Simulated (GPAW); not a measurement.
Runs of GPAW 26.7.0 on Ge. Symmetry: I4_1/amd, No. 141, tetragonal system. The conventional cell has a = 5.149 Å, b = 5.149 Å, c = 2.795 Å, α = 90.00°, β = 90.00°, γ = 90.00°. Ge (site symmetry -4m2) has 6 Ge at 2.67 to 2.79 Å as nearest neighbours. This isn't the form of Ge at room conditions, which is diamond.

```tsv
task	level	potentials or basis	spin	cell	k mesh	optimizer	fmax	max steps	band path	band points	gap on the mesh (eV)	pressure (GPa)	relaxed volume (Å³/atom)
relaxation of cell and atoms	RPBE	the program's PAW data sets (release 1.2.1) made for this functional, pw	off	relaxed	11 × 11 × 11	BFGS	0.05 eV/Å	100	-	-	none	0.2	19.68
band structure	revPBE	the program's PAW data sets (release 1.2.1) made for this functional, pw	off	as given	11 × 11 × 11	-	-	-	GXMGZPNZ1M,XP	60	-	4.3	-
relaxation of cell and atoms	revPBE+D4	the program's PAW data sets (release 1.2.1) made for this functional, pw	off	relaxed	8 × 8 × 8	BFGS	0.02 eV/Å	60	-	-	none	0.0	18.29
relaxation of cell and atoms	RPBE	the program's PAW data sets (release 1.2.1) made for this functional, pw	off	relaxed to -2 GPa	8 × 8 × 8	LBFGS	0.05 eV/Å	60	-	-	none	-2.1	-
band structure	revTPSS	GPAW PAW data sets (gpaw-data 1.2.1), pw	SOC, no magnetisation	as given	8 × 8 × 8	-	-	-	GXMGZPNZ1M,XP	60	-	(b)	-
relaxation of cell and atoms	revPBE	the program's PAW data sets (release 1.2.1) made for this functional, pw	off	relaxed	11 × 11 × 11	BFGS	0.05 eV/Å	60	-	-	none	0.2	(c)
relaxation of cell and atoms	LDA	the program's PAW data sets (release 1.2.1) made for this functional, pw	off	relaxed	8 × 8 × 8	LBFGS	0.02 eV/Å	100	-	-	none	0.0	17.95
single point	TB-mBJ	GPAW PAW data sets for LDA (gpaw-data 1.2.1), pw	off	as given	8 × 8 × 8	-	-	-	-	-	none	-	-
band structure	RPBE	the program's PAW data sets (release 1.2.1) made for this functional, pw	off	as given	11 × 11 × 11	-	-	-	GXMGZPNZ1M,XP	100	-	(a)	-
relaxation of cell and atoms	r2SCAN+D4	GPAW PAW data sets (gpaw-data 1.2.1), pw	off	relaxed	8 × 8 × 8	LBFGS	0.01 eV/Å	60	-	-	none	0.0	18.37
```

Alike in all rows: cutoff (eV) 600; smearing fermi-dirac 0.05 eV.

Q: Estimate the missing entries.

A: (a) 4.8; (b) -1.7; (c) 19.56.

Caveats: later steps reuse the first step's grids (some runs); the PAW data sets were made with another functional, which shifts forces and pressure a little (some runs); pairwise dispersion overbinds metals, which lowers pressure and volume (some runs); spin-orbit coupling was added after a scalar SCF, so levels and gaps hold it while energy, forces, pressure and moments don't (some runs); this program's spin-orbit splittings come out too wide for heavy elements (some runs); a model potential gives levels but no total energy (some runs).

A k mesh can miss the band edges, and rows without SOC leave out spin-orbit coupling on Ge.

A gap of «none» marks a metal or a gap under the smearing width.

Runs at the PBE level aren't shown here.
